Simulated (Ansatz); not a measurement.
# Stack of In2Se2 under antimonene, upper layer turned by 180° in a perpendicular field, part 2 of 2

Wanted: the out-of-plane response of the stack of In2Se2 under antimonene, upper layer turned by 180°. A positive field points along +c.

Ansatz 0.2.0; plane-wave DFT, PBE-D3(BJ), Ansatz PAW.

So far. Step 12 (Atoms held, field 0.4 V/Å): The dipole is 0.390 e·Å, 0.375 e·Å from its value without field, and the gap 0.682 eV.

## (13) Atoms held, field -0.4 V/Å

Contents of input.yaml:

```yaml
crystal:
  lattice:
    - [4.0799564144, 0.0, 0.0]
    - [-2.0399782072, 3.5333459012, 0.0]
    - [0.0, 0.0, 27.7154974695]
  atoms:
    - { symbol: Se, position: [0.3333333333, 0.6666666667, 0.3247280699] }
    - { symbol: In, position: [0.0, 0.0, 0.3702783033] }
    - { symbol: In, position: [0.0, 0.0, 0.4714345818] }
    - { symbol: Se, position: [0.3333333333, 0.6666666667, 0.517320453] }
    - { symbol: Sb, position: [0.6666666667, 0.3333333333, 0.6162304473] }
    - { symbol: Sb, position: [0.0, 0.0, 0.6752719301] }
kpoints:
  mp_grid: { grid: [12, 12, 1] }
  band_path:
    path: [[0, 0, 0], [0.5, 0, 0], [0.33333333, 0.33333333, 0], [0, 0, 0]]
    npoints: 16
hamiltonian:
  xc: pbe
  dispersion: d3bj
scf:
  occupations: { method: fermi_dirac, width: 0.02585 }
  convergence: { dr2_threshold: 1.0e-10 }
efield:
  axis: 3
  dipole_correction: true
  ramp_position: 0.9311
  ramp_width: 0.1447
  amplitude: -0.4
output:
  write_potential: true
  write_density: true
  volumetric_format: npy
```

Started as:

```console
ansatz run input.yaml --threads 4 --pin off --max-ram 8192MiB --backend cpu --events-out ev --progress --plain --runs-dir out
```

The job ended after 49 s (4 threads of Intel Xeon at 2.50GHz (Skylake/Cascade Lake), shared host; peak memory 1.1 GiB).

The dipole is -0.360 e·Å, -0.375 e·Å from its value without field, and the gap 0.801 eV.

## (14) Response, atoms held

This step: plane-wave DFT, PBE-D3(BJ), Ansatz PAW; response to a field along the normal, atoms held (Ansatz 0.2.0).

The dipoles give the slope, and the difference of two potentials shows where the field is screened.

This step gave:

* equivalent conductor thickness p/(ε₀AE): 11.75 Å
* distance between the outer atoms: 9.715 Å

Dipole of the cell against applied field:

```
applied field (V/Å)  dipole of the cell (e·Å)
             -0.400                    -0.360
             -0.300                    -0.266
             -0.200                    -0.172
             -0.100                   -0.0784
             -0.050                   -0.0315
              0.000                    0.0153
              0.050                    0.0621
              0.100                     0.109
              0.200                     0.203
              0.300                     0.296
              0.400                     0.390
```

Local field over the applied field, running mean. From the potentials at -0.05 and 0.05 V/Å; running mean over 2.8 Å. The local field over applied field by z:

```
z (Å)  local field over applied field
  4.5                           0.998
  5.0                           0.994
  5.5                           0.984
  6.0                           0.956
  6.5                           0.895
  7.0                           0.783
  7.5                           0.635
  8.0                           0.472
  8.5                           0.311
  9.0                           0.176
  9.5                          0.0959
 10.0                          0.0626
 10.5                          0.0524
 11.0                          0.0608
 11.5                          0.0771
 12.0                          0.0752
 12.5                          0.0615
 13.0                          0.0541
 13.5                          0.0530
 14.0                          0.0575
 14.5                          0.0723
 15.0                          0.0893
 15.5                          0.0982
 16.0                          0.0932
 16.5                          0.0723
 17.0                          0.0424
 17.5                          0.0192
 18.0                          0.0181
 18.5                          0.0560
 19.0                           0.155
 19.5                           0.297
 20.0                           0.457
 20.5                           0.618
 21.0                           0.767
 21.5                           0.880
 22.0                           0.945
 22.5                           0.977
 23.0                           0.991
 23.5                           0.996
```

Electrons, planar mean, per unit field. Induced electron density against z:

```
z (Å)  induced electron density (e/Å³ per V/Å)
  4.5                                   7.0e-6
  5.0                                   2.1e-5
  5.5                                   6.2e-5
  6.0                                   1.8e-4
  6.5                                   4.6e-4
  7.0                                  0.00115
  7.5                                  0.00243
  8.0                                  0.00340
  8.5                                  0.00197
  9.0                                   8.5e-4
  9.5                                   5.8e-4
 10.0                                  -5.1e-4
 10.5                                  -7.6e-4
 11.0                                   4.5e-4
 11.5                                   2.7e-4
 12.0                                  -5.6e-4
 12.5                                  -6.4e-6
 13.0                                   7.3e-4
 13.5                                   1.2e-4
 14.0                                   1.1e-5
 14.5                                  -4.2e-4
 15.0                                  -9.4e-4
 15.5                                  -2.9e-4
 16.0                                   5.9e-4
 16.5                                   5.7e-4
 17.0                                   9.2e-4
 17.5                                   2.9e-4
 18.0                                  -3.9e-4
 18.5                                  -5.0e-4
 19.0                                  -8.5e-4
 19.5                                 -0.00205
 20.0                                 -0.00324
 20.5                                 -0.00236
 21.0                                 -0.00123
 21.5                                  -5.6e-4
 22.0                                  -2.4e-4
 22.5                                  -9.6e-5
 23.0                                  -3.8e-5
 23.5                                  -1.4e-5
```

The smaller of the gaps on the path and on the k-mesh, counted as 0 under 0.03 eV. The gap by applied field:

```
applied field (V/Å)  gap (eV)
             -0.400     0.801
             -0.300     0.793
             -0.200     0.785
             -0.100     0.776
             -0.050     0.771
              0.000     0.761
              0.050     0.751
              0.100     0.741
              0.200     0.722
              0.300     0.702
              0.400     0.682
```

By hand: between -0.05 and 0.05 V/Å the dipole changes by 0.09363 e·Å, a slope of 0.9363 e·Å²/V. A perfect conductor of thickness t has p = ε₀AEt, so t = 180.95 × 0.9363 / 14.416 = 11.75 Å (e/ε₀ = 180.95 V·Å, A in Å²).

The induced dipole is that of a conductor 11.75 Å thick.

## (15) Summary of results

| Quantity | Value |
| --- | --- |
| gap without field | 0.761 eV |
| ionisation energy, upper face | 4.77 eV |
| electron affinity, upper face | 4.01 eV |
| step between the vacuum levels | -0.192 eV |
| equivalent conductor thickness, atoms held | 11.8 Å |

In words: The induced dipole equals that of a perfect conductor 11.75 Å thick, while the outer atoms lie 9.72 Å apart; an out-of-plane ε follows only once a thickness t is chosen, by 1 − 1/ε = 11.75 Å / t. The two faces differ: the vacuum level above lies 0.19 eV lower than the one below. The gap goes from 0.76 eV to 0.80 eV at -0.4 V/Å. With the field reversed the gap is 0.68 eV at 0.4 V/Å. Semilocal functionals give gaps that are too small, and excitons are not included. Spin-orbit coupling is left out, which matters for the bands of elements this heavy.

[Logs are printed without paths, hosts, clocks, repeated set-up lines and the standing remarks that a program may print on its own settings, such as how far it seeks lower states.]

[Hosts, paths, dates, database ids (printed as entryN), source tags and the programs' standing remarks are cut or masked in the printed files.]

[Maps of the electrostatic potential energy from Ansatz leave out the sawtooth potential of an applied field or a dipole correction, so their vacuum need not be flat; planar profiles and work functions include it.]
